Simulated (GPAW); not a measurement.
# Magnetic state of Fe4 on Ta4 110 from several starts

Wanted: the moments of Fe4 on Ta4 110 and the energy of each order that was tried.

Calculated with GPAW 26.7.0; PBE; plane waves with GPAW's PAW setups, scalar-relativistic.

### Step 1. Set-up

The cell holds 8 atoms: 4 Ta and 4 Fe. Cell: a = 2.860 Å, b = 2.860 Å, c = 25.520 Å, α = 90.0°, β = 90.0°, γ = 109.5°. ideal sites on the substrate's mesh, layer spacings from atomic volumes, unrelaxed, 12 A of vacuum. Vacuum lies along c.

### Step 2. Start 1: ferro ++++

The parallel start comes first: it fits the smallest cell, keeps the most symmetry and shows whether parallel moments form.

order1.py

```python
import json
import numpy as np
from ase import Atoms
from ase.parallel import paropen, parprint
from gpaw import GPAW

atoms = Atoms(['Ta', 'Ta', 'Ta', 'Ta', 'Fe', 'Fe', 'Fe', 'Fe'],
    cell=[[1.6515, -2.335574, 0.0],
         [1.6515, 2.335574, 0.0],
         [0.0, 0.0, 25.52017]],
    scaled_positions=[[0.0, 0.0, 0.235108],
         [0.5, 0.5, 0.326538],
         [0.0, 0.0, 0.417967],
         [0.5, 0.5, 0.509397],
         [0.0, 0.0, 0.58508],
         [0.5, 0.5, 0.645017],
         [0.0, 0.0, 0.704955],
         [0.5, 0.5, 0.764892]],
    pbc=True,
    magmoms=[0.0, 0.0, 0.0, 0.0, 2.6, 2.6, 2.6, 2.6])
atoms.calc = GPAW(mode={'name': 'pw', 'ecut': 450},
    xc='PBE',
    kpts={'size': (18, 18, 1), 'gamma': True},
    occupations={'name': 'fermi-dirac', 'width': 0.05},
    convergence={'density': 1e-05, 'energy': 1e-05},
    maxiter=200,
    mixer={'name': 'pulay', 'beta': 0.03, 'nmaxold': 8, 'weight': 100},
    symmetry={'tolerance': 1e-4},
    txt='order1.txt')
e = atoms.get_potential_energy(force_consistent=True)
res = {'free_energy': e, 'energy_sigma0': atoms.get_potential_energy(), 'fermi_energy': atoms.calc.get_fermi_level()}
res['moments'] = atoms.get_magnetic_moments().tolist()
res['total'] = atoms.get_magnetic_moment()
parprint('site moments (muB):', np.round(res['moments'], 3))
parprint(f"total moment: {res['total']:.3f} muB")
parprint(f'free energy: {e:.6f} eV')
atoms.calc.write('order1.gpw')
with paropen('results.json', 'w') as f:
    json.dump(res, f)
```

Command:

```console
OMP_NUM_THREADS=1 mpirun -n 4 gpaw python order1.py > order1.log
```

Numbers of over 12 decimals in the logs are rounded to 6 here.

Output:

```text
site moments (muB): [ 0.     0.006 -0.026 -0.109  2.014  2.335  2.297  2.796]
total moment: 9.372 muB
free energy: -71.924727 eV

--- order1.txt ---
Input parameters:
  mode=PW(ecut=450),
  convergence={'density': 1e-05, 'energy': 1e-05},
  kpts=MonkhorstPack(size=(18, 18, 1), gamma=True),
  maxiter=200,
  mixer=Pulay(name='pulay', nmaxold=8, beta=0.03, weight=100, sigma=0.015, g_ss=None),
  occupations=Occupations(name='fermi-dirac', width=0.05),
  symmetry=Symmetry(tolerance=0.0001),
  xc=XC(name='PBE')

Diagonalizing LCAO Hamiltonian
Converting LCAO to pw mode

           Fe
       Fe

           Fe

       Fe

           Ta

       Ta

           Ta

       Ta

Atoms  # Å, Bohr magnetons
|   | symbol |        x |        y |         z |    initial magnetic moments |
|---|--------|----------|----------|-----------|-----------------------------|
| 0 |     Ta | 0.000000 | 0.000000 |  5.999996 | ( 0.0000,  0.0000,  0.0000) |
| 1 |     Ta | 1.651500 | 0.000000 |  8.333305 | ( 0.0000,  0.0000,  0.0000) |
| 2 |     Ta | 0.000000 | 0.000000 | 10.666589 | ( 0.0000,  0.0000,  0.0000) |
| 3 |     Ta | 1.651500 | 0.000000 | 12.999898 | ( 0.0000,  0.0000,  0.0000) |
| 4 |     Fe | 0.000000 | 0.000000 | 14.931341 | ( 0.0000,  0.0000,  2.6000) |
| 5 |     Fe | 1.651500 | 0.000000 | 16.460943 | ( 0.0000,  0.0000,  2.6000) |
| 6 |     Fe | 0.000000 | 0.000000 | 17.990571 | ( 0.0000,  0.0000,  2.6000) |
| 7 |     Fe | 1.651500 | 0.000000 | 19.520174 | ( 0.0000,  0.0000,  2.6000) |

Unit cell  # Å
| periodic |        x |         y |         z |   lengths |     angles |
|----------|----------|-----------|-----------|-----------|------------|
|      yes | 1.651500 | -2.335574 |  0.000000 |  2.860482 |  90.000000 |
|      yes | 1.651500 |  2.335574 |  0.000000 |  2.860482 |  90.000000 |
|      yes | 0.000000 |  0.000000 | 25.520170 | 25.520170 | 109.471228 |

Number of symmetries: 4

BZ-sampling:
  Number of BZ points: 324
  Number of IBZ points: 91

  Monkhorst-Pack size: [18, 18, 1]
  Monkhorst-Pack shift: [0.027778, 0.027778, 0.0]

K-points  # in reciprocal-cell coordinates
|     |                                coordinates |     weight |
|-----|--------------------------------------------|------------|
|   0 | ( -0.00000000,  -0.00000000,   0.00000000) | 0.00308642 |
|   1 | (  0.05555556,  -0.05555556,   0.00000000) | 0.00617284 |
|   2 | (  0.05555556,  -0.00000000,   0.00000000) | 0.01234568 |
|   3 | (  0.05555556,   0.05555556,   0.00000000) | 0.00617284 |
|   4 | (  0.11111111,  -0.11111111,   0.00000000) | 0.00617284 |
|   5 | (  0.11111111,  -0.05555556,   0.00000000) | 0.01234568 |
|   6 | (  0.11111111,  -0.00000000,   0.00000000) | 0.01234568 |
|   7 | (  0.11111111,   0.05555556,   0.00000000) | 0.01234568 |
|   8 | (  0.11111111,   0.11111111,   0.00000000) | 0.00617284 |
|   9 | (  0.16666667,  -0.16666667,   0.00000000) | 0.00617284 |
| ... |                                            |            |
|  90 | (  0.50000000,   0.50000000,   0.00000000) | 0.00308642 |

Plane wave coefficients: 4322
Cutoff: 450.000000 eV

Spin-components: 2 (collinear spins)
Bands:           61
Projectors:      48
Spin-degeneracy: 1
Datatype:        complex128

Parallelization:
  kpt:    4
  domain: 1
  band:   1

Density:
  Valence electrons: 84.0
  Components: 2
  Grid points: [ 14  14 125]
  Charge: 0.0  # |e|

Potential:
  Grid points: [ 14  14 125]

species:
  Ta:
    name:    Tantalum
    Z:       73.0
    valence: 13
    core:    60
    charge:  0.0  # [|e|]
    compensation charges:
      type: gauss
      rc: 0.42  # [Å]
      lmax: 2
    cutoffs:
      filter: 2.36  # [Å]
      core: 3.45  # [Å]
    projectors
    | kind |    occ | energy [eV] | rcut [Å] |
    |------|--------|-------------|----------|
    |   5s |  2.000 |     -72.790 |    1.365 |
    |   6s |  2.000 |      -5.429 |    1.365 |
    |   5p |  6.000 |     -39.427 |    1.349 |
    |   6p |  0.000 |      -1.396 |    1.349 |
    |   5d |  3.000 |      -3.603 |    1.307 |
    |    d |        |      23.609 |    1.307 |

    Using partial waves for Ta as LCAO basis

  Fe:
    name:    Iron
    Z:       26.0
    valence: 8
    core:    18
    charge:  0.0  # [|e|]
    compensation charges:
      type: gauss
      rc: 0.33  # [Å]
      lmax: 2
    cutoffs:
      filter: 2.06  # [Å]
      core: 2.67  # [Å]
    projectors
    | kind |    occ | energy [eV] | rcut [Å] |
    |------|--------|-------------|----------|
    |   4s |  2.000 |      -5.291 |    1.164 |
    |   4p |  0.000 |      -1.326 |    1.058 |
    |   3d |  6.000 |      -7.505 |    1.058 |
    |    s |        |      21.920 |    1.164 |
    |    p |        |      25.885 |    1.058 |
    |    d |        |      19.706 |    1.058 |

    Using partial waves for Fe as LCAO basis

Reference energy: -1835167.584003  # eV

eigensolver:
  PPCG
  Converge bands: occupied
  niter=2

density mixing:
  Pulay-Mixer
  Linear mixing parameters: 0.03
  Old densities: 8
  Fourier metric: weight=100, sigma=0.015

occupation numbers:
  Fermi-Dirac:
    width: 0.0500  # eV

poisson solver:
  ecut: 3600.000000  # eV

xc functional:
  name: PBE with 2 nearest neighbor stencil

convergence criteria:
- Maximum integral of absolute [dens]ity change: 1e-05 electrons / valence electron
- Maximum [total energy] change in last 3 cyles: 1e-05 eV / valence electron
- Maximum integral of absolute [eigenst]ate change: 4e-08 eV^2 / valence electron
maximum number of iterations: 200

SCF iterations
|iter     |      energy | eigst |  dens |  magmom |
|---------|-------------|-------|-------|---------|
|iter:   1|       0s |  -75.511838 | +0.25 |       | +10.4184|
|iter:   2|       9s |  -91.749230 | -0.54 | -0.90 | +10.3721|
|iter:   3|      18s |  -73.315873 | -1.16 | -0.59 | +10.3531|
|iter:   4|      27s |  -72.648041 | -2.25 | -1.05 | +10.3363|
|iter:   5|      36s |  -72.182523 | -1.86 | -1.11 | +10.2743|
|iter:   6|      44s |  -72.129005 | -2.67 | -1.16 | +10.2669|
|iter:   7|      52s |  -71.801019 | -1.67 | -1.18 | +10.1225|
|iter:   8|      61s |  -71.693729 | -2.31 | -1.26 | +10.0704|
|iter:   9|      69s |  -71.656493 | -2.75 | -1.32 | +10.0146|
|iter:  10|      78s |  -71.791988 | -1.83 | -1.38 |  +9.7768|
[... 36 iterations left out ...]
|iter:  47|     364s |  -71.889676c| -7.93c| -4.67 |  +9.3713|
|iter:  48|     369s |  -71.889676c| -8.28c| -4.68 |  +9.3714|
|iter:  49|     373s |  -71.889676c| -8.35c| -4.69 |  +9.3714|
|iter:  50|     378s |  -71.889676c| -8.73c| -4.77 |  +9.3715|
|iter:  51|     382s |  -71.889676c| -8.93c| -4.78 |  +9.3715|
|iter:  52|     386s |  -71.889676c| -8.92c| -4.81 |  +9.3715|
|iter:  53|     390s |  -71.889676c| -9.11c| -4.86 |  +9.3716|
|iter:  54|     395s |  -71.889676c| -9.32c| -4.92 |  +9.3716|
|iter:  55|     399s |  -71.889676c| -8.95c| -4.95 |  +9.3717|
|iter:  56|     403s |  -71.889676c| -9.32c| -5.04c|  +9.3717|

Converged in 56 steps
Energy contributions relative to reference atoms: (reference = -1835167.584003)

Energy contributions:
  Kinetic:          68.113118
  Coulomb:         -63.527387
  Zero:             -0.446274
  External:          0.000000
  Xc:              -75.994081
  Entropy:          -0.070103
  Spinorbit:         0.000000
  ----------------------------
  Free energy:     -71.924727
  Extrapolated:    -71.889676

dipole moment: (-39.873277, 0.000000, 0.115140)  # |e|*Ang

Total magnetic moment: (0.000000, 0.000000, 9.371674)

Local magnetic moments
|        x |        y |         z |
|----------|----------|-----------|
| 0.000000 | 0.000000 |  0.000245 |  # Ta   0
| 0.000000 | 0.000000 |  0.005781 |  # Ta   1
| 0.000000 | 0.000000 | -0.026419 |  # Ta   2
| 0.000000 | 0.000000 | -0.108594 |  # Ta   3
| 0.000000 | 0.000000 |  2.014225 |  # Fe   4
| 0.000000 | 0.000000 |  2.334747 |  # Fe   5
| 0.000000 | 0.000000 |  2.297426 |  # Fe   6
| 0.000000 | 0.000000 |  2.795530 |  # Fe   7

Fermi level: 5.129
Eigenvalues  # (at kpt = [-0.000, -0.000, 0.000])
| band index |      eig [eV] | occ [0-1] |      eig [eV] | occ [0-1] |
|------------|---------------|-----------|---------------|-----------|
|          0 |       -62.248 |     1.000 |       -62.248 |     1.000 |
|        ... |               |           |               |           |
|         32 |         3.215 |     1.000 |         4.745 |     1.000 |
|         33 |         3.448 |     1.000 |         4.913 |     0.987 |
|         34 |         3.489 |     1.000 |         5.218 |     0.144 |
|         35 |         3.553 |     1.000 |         5.302 |     0.031 |
|         36 |         3.704 |     1.000 |         5.427 |     0.003 |
|         37 |         3.704 |     1.000 |         5.566 |     0.000 |
|         38 |         3.760 |     1.000 |         5.586 |     0.000 |
|         39 |         3.916 |     1.000 |         5.630 |     0.000 |
|         40 |         4.236 |     1.000 |         5.715 |     0.000 |
|         41 |         4.288 |     1.000 |         5.909 |     0.000 |
|         42 |         4.395 |     1.000 |         5.942 |     0.000 |
|         43 |         4.656 |     1.000 |         6.073 |     0.000 |
|         44 |         4.768 |     0.999 |         6.167 |     0.000 |
|         45 |         4.897 |     0.990 |         6.276 |     0.000 |
|         46 |         5.431 |     0.002 |         6.304 |     0.000 |
|         47 |         5.574 |     0.000 |         6.381 |     0.000 |
|        ... |               |           |               |           |
|         60 |         9.114 |     0.000 |         9.337 |     0.000 |

No gap
No difference between direct/indirect transitions
```

The job ended after 7 min (4 MPI ranks of AMD EPYC 9B45 (Zen 5), shared host; peak memory 1.8 GiB).

Spin moment in the augmentation sphere by atom:

```
atom  spin moment in the augmentation sphere (μB)
 Ta1                                         0.00
 Ta2                                         0.01
 Ta3                                        -0.03
 Ta4                                        -0.11
 Fe5                                         2.01
 Fe6                                         2.33
 Fe7                                         2.30
 Fe8                                         2.80
```

Numbers from this step:

```
magnetization : 9.372 μB
final state   : ferromagnetic
```

After 56 cycles the largest moment stands at 2.80 μB.

[end of part 1 of 2]

[Logs and program files are shortened in this print: banners, set-up blocks, solver, clock and traceback lines can be left out without a mark of their own.]

[Logs are printed without paths, hosts, clocks, repeated set-up lines and the standing remarks that a program may print on its own settings, such as how far it seeks lower states.]

[Hosts, paths, dates, database ids (printed as entryN), source tags and the programs' standing remarks are cut or masked in the printed files.]

[Where a cell is said to come from a database of computed structures, the database is the Materials Project.]
